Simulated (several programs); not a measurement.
CdSe (wurtzite), relaxed with r2SCAN in Ansatz, was computed with several methods. The symmetry is P6_3mc (No. 186, hexagonal); a = 4.341 Å, c = 7.077 Å in the conventional setting, 28.87 Å³ an atom. Cd has 4 Se at 2.66 Å; Se has 4 Cd at 2.66 Å. The values are computed, spin-unpolarised.

```yaml
crystal:
  lattice:
    - [4.34072, 0.00000, 0.00000]
    - [-2.17036, 3.75918, 0.00000]
    - [0.00000, 0.00000, 7.07665]
  atoms:
    - { symbol: Cd, position: [0.33333, 0.66667, 0.99952] }
    - { symbol: Cd, position: [0.66667, 0.33333, 0.49952] }
    - { symbol: Se, position: [0.33333, 0.66667, 0.37548] }
    - { symbol: Se, position: [0.66667, 0.33333, 0.87548] }
```

Gaps and times are for a single point on this cell; volume and bulk modulus come from each method's own relaxation or energy curve at fixed shape, which is too stiff where a cell has free coordinates or axes. Times are rough, from shared hosts (Arm Neoverse V2), and each method has its own mesh and cell size. A dagger marks a closed or tiny gap in a crystal that DFT finds insulating: a failure of the method or a wrong SCF state. A double dagger marks a value from a curve with shape and coordinates held. PM6 (MOPAC), PM7 (MOPAC), GFN1-xTB (tblite), GFN2-xTB (tblite) treat a cluster of cells at its zone centre, which samples few k points: where these miss a band edge, the gap comes out too large for that reason alone. Gaps from k meshes are read at a limited set of points (mesh, symmetry points, PBE's band edges), so each method's own least gap may be somewhat smaller. Force fields have no electrons; where one was fitted to this phase, its volume and modulus reflect the fit. xTB and the PM methods were fitted mostly to molecules, and can miss a solid's gap by electronvolts. Minimal bases can be far off for gaps. Times of the plane-wave ladder aren't listed, since it ran on unlike processors and cards. GLLB-SC's gap includes the derivative discontinuity. G0W0 is at finite bands, cutoff and mesh. d marks a direct gap, i an indirect one (no mark: not told apart), a dash a value that wasn't computed or didn't pass its checks.

```json
{"method": "PBEsol", "kind": "semilocal", "gap (eV)": "–", "own volume (Å³/atom)": "28.14", "bulk modulus (GPa)": "–", "atoms computed": "4", "processor time": "–"}
{"method": "CdTeZnSeHgS0.sw (LAMMPS)", "kind": "force field", "gap (eV)": "–", "own volume (Å³/atom)": "27.68", "bulk modulus (GPa)": "54‡", "atoms computed": "4", "processor time": "0.1 s"}
{"method": "CdTeSe.bop.table (LAMMPS)", "kind": "force field", "gap (eV)": "–", "own volume (Å³/atom)": "–", "bulk modulus (GPa)": "–", "atoms computed": "4", "processor time": "0.11 s"}
{"method": "PM7 (MOPAC)", "kind": "semi-empirical", "gap (eV)": "4.37", "own volume (Å³/atom)": "31.43‡", "bulk modulus (GPa)": "96‡", "atoms computed": "cluster", "processor time": "2.2 s"}
{"method": "PM6 (MOPAC)", "kind": "semi-empirical", "gap (eV)": "2.41", "own volume (Å³/atom)": "–", "bulk modulus (GPa)": "–", "atoms computed": "cluster", "processor time": "2.2 s"}
{"method": "GFN1-xTB (tblite)", "kind": "tight binding", "gap (eV)": "0.00†", "own volume (Å³/atom)": "29.89‡", "bulk modulus (GPa)": "38‡", "atoms computed": "cluster", "processor time": "2.5 s"}
{"method": "light PBE (260 eV and a coarse mesh)", "kind": "light plane-wave", "gap (eV)": "0.62 d", "own volume (Å³/atom)": "–", "bulk modulus (GPa)": "–", "atoms computed": "4", "processor time": "3.7 s"}
{"method": "GFN2-xTB (tblite)", "kind": "tight binding", "gap (eV)": "2.80", "own volume (Å³/atom)": "31.33‡", "bulk modulus (GPa)": "22‡", "atoms computed": "cluster", "processor time": "4.1 s"}
{"method": "PBE/SZV (CP2K)", "kind": "small basis", "gap (eV)": "0.84 d", "own volume (Å³/atom)": "31.42‡", "bulk modulus (GPa)": "44‡", "atoms computed": "4", "processor time": "6.5 s"}
{"method": "PBE/DZVP (CP2K)", "kind": "small basis", "gap (eV)": "0.61 d", "own volume (Å³/atom)": "30.24‡", "bulk modulus (GPa)": "44‡", "atoms computed": "4", "processor time": "20 s"}
{"method": "LDA", "kind": "semilocal", "gap (eV)": "0.33 d", "own volume (Å³/atom)": "27.14", "bulk modulus (GPa)": "–", "atoms computed": "4", "processor time": "–"}
{"method": "PBE", "kind": "semilocal", "gap (eV)": "0.61 d", "own volume (Å³/atom)": "29.78", "bulk modulus (GPa)": "45‡", "atoms computed": "4", "processor time": "–"}
{"method": "PBE/single zeta (GPAW)", "kind": "small basis", "gap (eV)": "0.66 d", "own volume (Å³/atom)": "–", "bulk modulus (GPa)": "–", "atoms computed": "4", "processor time": "25 s"}
{"method": "r2SCAN", "kind": "semilocal", "gap (eV)": "1.11 d", "own volume (Å³/atom)": "28.87", "bulk modulus (GPa)": "51‡", "atoms computed": "4", "processor time": "–"}
{"method": "GLLB-SC (GPAW)", "kind": "model potential", "gap (eV)": "1.46", "own volume (Å³/atom)": "–", "bulk modulus (GPa)": "–", "atoms computed": "4", "processor time": "58 s"}
{"method": "PBE+SOC", "kind": "semilocal", "gap (eV)": "0.49 d", "own volume (Å³/atom)": "–", "bulk modulus (GPa)": "–", "atoms computed": "4", "processor time": "–"}
{"method": "HSE06", "kind": "hybrid", "gap (eV)": "1.54 d", "own volume (Å³/atom)": "29.00", "bulk modulus (GPa)": "–", "atoms computed": "4", "processor time": "–"}
{"method": "PBE0", "kind": "hybrid", "gap (eV)": "2.14 d", "own volume (Å³/atom)": "–", "bulk modulus (GPa)": "–", "atoms computed": "4", "processor time": "–"}
{"method": "Hartree-Fock", "kind": "exact exchange", "gap (eV)": "7.58 d", "own volume (Å³/atom)": "–", "bulk modulus (GPa)": "–", "atoms computed": "4", "processor time": "–"}
{"method": "r2SCANh", "kind": "hybrid", "gap (eV)": "1.62 d", "own volume (Å³/atom)": "–", "bulk modulus (GPa)": "–", "atoms computed": "4", "processor time": "–"}
{"method": "HSE06+SOC", "kind": "hybrid", "gap (eV)": "1.41 d", "own volume (Å³/atom)": "–", "bulk modulus (GPa)": "–", "atoms computed": "4", "processor time": "–"}
{"method": "G0W0@PBE (120 eV screening cutoff)", "kind": "many-body", "gap (eV)": "1.21", "own volume (Å³/atom)": "–", "bulk modulus (GPa)": "–", "atoms computed": "4", "processor time": "–"}
```

Question: How far from the measured values lie the methods that can be set against them?

Answer:
- Band gap, measured 1.71 eV: PM7 (MOPAC) +2.66 eV, PM6 (MOPAC) +0.70 eV, GFN1-xTB (tblite) -1.71 eV, light PBE (260 eV and a coarse mesh) -1.09 eV, GFN2-xTB (tblite) +1.09 eV, PBE/SZV (CP2K) -0.87 eV, PBE/DZVP (CP2K) -1.10 eV, LDA -1.38 eV, PBE -1.10 eV, PBE/single zeta (GPAW) -1.05 eV, r2SCAN -0.60 eV, GLLB-SC (GPAW) -0.25 eV, PBE+SOC -1.22 eV, HSE06 -0.17 eV, PBE0 +0.43 eV, Hartree-Fock +5.87 eV, r2SCANh -0.09 eV, HSE06+SOC -0.30 eV, G0W0@PBE (120 eV screening cutoff) -0.50 eV.
- Volume, measured 28.1 Å³ an atom: PBEsol +0.1 %, CdTeZnSeHgS0.sw (LAMMPS) -1.5 %, LDA -3.4 %, PBE +6.0 %, r2SCAN +2.7 %, HSE06 +3.2 %.
The calculations are for a static lattice; samples hold vibrations, temperature and, in optical gaps, excitons. A measured value is shown where most reports agree with it, and only for the quantities listed. Sources: 1.71 eV (optical gap from ellipsometry, film grown at 250 C; “Ellipsometry Study of CdSe Thin Films Deposited by PLD on ITO Coated Glass Substrates”; gap extracted from an ellipsometry model fit of a PLD film on ITO/glass; differs between growth temperatures; 2021; pmc:8232614); 28.1 Å³ an atom (from the lattice constants; a, wurtzite model without stacking faults; 300 K; “Quantitative size-dependent structure and strain determination of CdSe nanoparticles using atomic pair distribution function analysis”; bulk sample contains stacking faults (about 33% in the alternative refinement); value is from the fault-free wurtzite model; 2007; arxiv:0704.1288).

Only the rows marked +SOC include spin-orbit coupling.
